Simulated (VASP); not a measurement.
# CdS (strained rocksalt): one r²SCAN single-point calculation in two programs

```yaml
crystal:
  lattice:
    - [0.00000, 2.88984, 2.88984]
    - [2.88984, 0.00000, 2.88984]
    - [2.88984, 2.88984, 0.00000]
  atoms:
    - { symbol: Cd, position: [0.00000, 0.00000, 0.00000] }
    - { symbol: S, position: [0.50000, 0.50000, 0.50000] }
```

Datasets and cutoffs are each program's own. VASP's cell holds 18 valence electrons and Ansatz's 26. Ansatz's stress includes a Pulay correction; VASP's doesn't.

Cutoffs: 520 eV in VASP, 500 eV in Ansatz. k meshes: 8×8×8 and 8×8×8.

```
                               VASP    Ansatz
gap between bands v and c   0.65 eV   0.67 eV
         least direct gap   1.25 eV   1.27 eV
                 pressure  -9.4 GPa  -9.6 GPa
```

Band v is the last that the valence electrons fill when counted band by band, and c is the next. Levels in eV from the top of v, Ansatz:

```tsv
point	v−1	v	c	c+1
Γ	-0.47	-0.47	0.81	9.57
X	-1.58	-1.58	0.67	6.57
K	-2.81	-1.03	2.34	6.86
L	-0.02	-0.02	4.07	6.11
W	-2.47	-2.25	3.26	6.98
```

VASP:

| point | v−1 | v | c | c+1 |
| --- | --- | --- | --- | --- |
| Γ | -0.46 | -0.46 | 0.79 | 9.62 |
| X | -1.58 | -1.58 | 0.65 | 6.58 |
| K | -2.82 | -1.03 | 2.32 | 6.88 |
| L | -0.02 | -0.02 | 4.08 | 6.09 |
| W | -2.48 | -2.26 | 3.25 | 6.97 |
